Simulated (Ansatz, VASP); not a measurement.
# SrCl2 in VASP and in Ansatz

The input INCAR:

```
SYSTEM = SrCl2
PREC     = Accurate       ! precision mode
ENCUT    = 520            ! plane-wave cutoff, eV
EDIFF    = 1E-6           ! SCF threshold, eV
ISMEAR   = 0              ! smearing method
SIGMA    = 0.05           ! smearing width, eV
LREAL    = .False.        ! projectors in reciprocal space
LASPH    = .True.         ! aspherical terms in the spheres
NELM     = 60             ! most SCF steps
ALGO     = Normal         ! electronic algorithm
ISIF     = 2              ! what is computed and relaxed
LWAVE    = .False.        ! write WAVECAR
LCHARG   = .False.        ! write CHGCAR
GGA      = PS             ! functional
NBANDS   = 19             ! bands
```

File KPOINTS:

```
regular mesh
0
Gamma
  6 6 6
  0 0 0
```

Contents of POSCAR:

```
SrCl2
1.0
    0.0653531250      3.4855000000      3.4855000000
    3.5508531250      0.0000000000      3.5508531250
    3.4855000000      3.4855000000      0.0653531250
Sr Cl
1 2
Direct
    0.0000000000      0.0000000000      0.0000000000
    0.2500000000      0.2500000000      0.2500000000
    0.7500000000      0.7500000000      0.7500000000
```

Input for Ansatz:

```yaml
crystal:
  lattice:
    - [0.065353125, 3.4855, 3.4855]
    - [3.550853125, 0.0, 3.550853125]
    - [3.4855, 3.4855, 0.065353125]
  atoms:
    - { symbol: Sr, position: [0.0, 0.0, 0.0] }
    - { symbol: Cl, position: [0.25, 0.25, 0.25] }
    - { symbol: Cl, position: [0.75, 0.75, 0.75] }
basis:
  ecutwfc: 420
kpoints:
  mp_grid: { grid: [6, 6, 6] }
hamiltonian:
  xc: pbesol
scf:
  occupations: { method: gaussian, width: 0.05 }
output:
  forces: true
  stress: true
  eigenvalues: true
```

Change from the starting cell: strain +0.0375 x Voigt [0, 0, 0, 0, 1, 0], atoms carried along.

Alike in both runs: task single point; functional PBEsol; k mesh 6 × 6 × 6; occupations gaussian, width 0.05 eV; no spin polarisation.

|  | VASP | Ansatz |
| --- | --- | --- |
| version | VASP 6.6.1 | Ansatz 0.2.0 |
| potentials or method | VASP PAW PBE potentials, release 64 (Sr_sv, Cl) | scalar-relativistic, plane waves, PAW |
| plane-wave cutoff (eV) | 520 | 420 |
| valence electrons in the cell | 24 | 24 |

```csv
,VASP,Ansatz,Ansatz less VASP
gap on the k mesh at the Fermi level (eV),5.14,5.15,+0.010
least direct gap on the mesh (eV),5.36,5.37,+0.003
pressure (GPa),-0.8,-0.9,-0.12
largest component of the traceless stress (GPa),0.53,0.51,-0.019
rms of the force components (eV/Å),0.039,0.037,-0.0020
```

Atom by atom the forces differ by 0.002 eV/Å (rms over components).

Caveats: the PAW data sets were made with another functional, which shifts forces and pressure a little (VASP). A k mesh can miss the band edges.
